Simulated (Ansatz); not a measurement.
## PbSe in Ansatz: the effect of functional

The system is PbSe.

```
Pb Se
1.0
     3.85854    0.00000    0.00000
     0.00000    3.85854    0.00000
     0.00000    0.00000    3.85854
Pb Se
1 1
Direct
  0.00000 0.00000 0.00000
  0.50000 0.50000 0.50000
```

Measurements of this composition are mostly on another form, of space group No. 225.

The cell isn't the ideal one: volume scaled by 1.06.

Alike in all runs:

| Property | Result |
| --- | --- |
| Program | Ansatz 0.2.0 |
| Task | single point |
| Potentials or basis | Ansatz PAW |
| k mesh | 7 × 7 × 7 |
| Occupations | fermi-dirac, width 0.05 eV |
| Spin | no spin polarisation |

| functional | cutoff | pressure (GPa) |
| --- | --- | --- |
| LDA | 420 eV (not typed: the program's choice for these potentials) | ? |
| PBEsol | 420 eV (not typed: the program's choice for these potentials) | -5.4 |
| r2SCAN | 500 eV (not typed: the program's choice for these potentials) | -3.3 |

Problem. What does the run with functional LDA give?

Solution. Pressure -6.8 GPa.

Caveats: the PAW data sets come from PBE, with cores solved anew for the run's functional, which leaves a small shift of forces and pressure.
